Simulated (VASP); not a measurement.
**TiO2 (Rutile): relaxation of cell and atoms with PBEsol**

TiO2 (Rutile):

```
CELL_PARAMETERS angstrom
4.59242 0.00000 0.00000
0.00000 4.59242 0.00000
0.00000 0.00000 2.94171
ATOMIC_POSITIONS crystal
Ti 0.00000 0.00000 0.00000
Ti 0.50000 0.50000 0.50000
O 0.30428 0.30428 0.00000
O 0.19572 0.80428 0.50000
O 0.69572 0.69572 0.00000
O 0.80428 0.19572 0.50000
```

```yaml
Program: VASP 6.6.1
Task: relaxation of cell and atoms
Functional: PBEsol
Potentials_or_basis: VASP PAW PBE potentials, release 64 (Ti_sv, O)
Cutoff: 600 eV
k_mesh: 6 × 6 × 10
Occupations: gaussian, width 0.03 eV
Spin: no spin polarisation
Further_INCAR_settings: ALGO = Normal; EDIFF = 1e-07; IBRION = 2; EDIFFG = -0.005; NSW = 90; ISIF = 3
```

* Relaxed volume: 10.34 Å³/atom
* Relaxed cell: a = 4.593 Å, b = 4.593 Å, c = 2.942 Å, α = 90.00°, β = 90.00°, γ = 90.00°
* Space group after relaxing (to 0.05 Å): P4_2/mnm (No. 136)
* Energy gained by relaxing: 0.0 meV/atom
* Ionic steps: 2
* Pressure after relaxing: 0.0 GPa
* Band gap on the k mesh: 1.83 eV, direct

Final structure:
```
CELL_PARAMETERS angstrom
4.59271 0.00000 0.00000
0.00000 4.59271 0.00000
0.00000 0.00000 2.94174
ATOMIC_POSITIONS crystal
Ti 0.00000 0.00000 0.00000
Ti 0.50000 0.50000 0.50000
O 0.30432 0.30432 0.00000
O 0.19567 0.80432 0.50000
O 0.69568 0.69568 0.00000
O 0.80432 0.19567 0.50000
```

Levels at points of the mesh, in eV from the valence-band top:
```
           k point  band 22  band 23  band 24  band 25  band 26  band 27
(0.00, 0.00, 0.00)    -0.46    -0.46     0.00     1.83     2.11     2.41
(0.50, 0.00, 0.00)    -1.64    -0.76    -0.76     2.51     2.51     3.04
(0.50, 0.50, 0.00)    -1.30    -1.09    -1.09     1.87     1.87     2.53
(0.00, 0.00, 0.50)    -2.43    -1.45    -1.45     2.98     2.98     3.22
(0.50, 0.00, 0.50)    -2.08    -1.06    -1.06     1.88     1.88     3.24
(0.50, 0.50, 0.50)    -1.31    -0.68    -0.68     2.59     2.59     3.20
```

It took 22 s on 4 MPI ranks on Intel(R) Xeon(R) 6975P-C (Granite Rapids), with other jobs on the host, peak memory 0.25 GiB a rank.

Caveat: the PAW data sets were made with another functional, which shifts forces and pressure a little. A k mesh can miss the band edges.
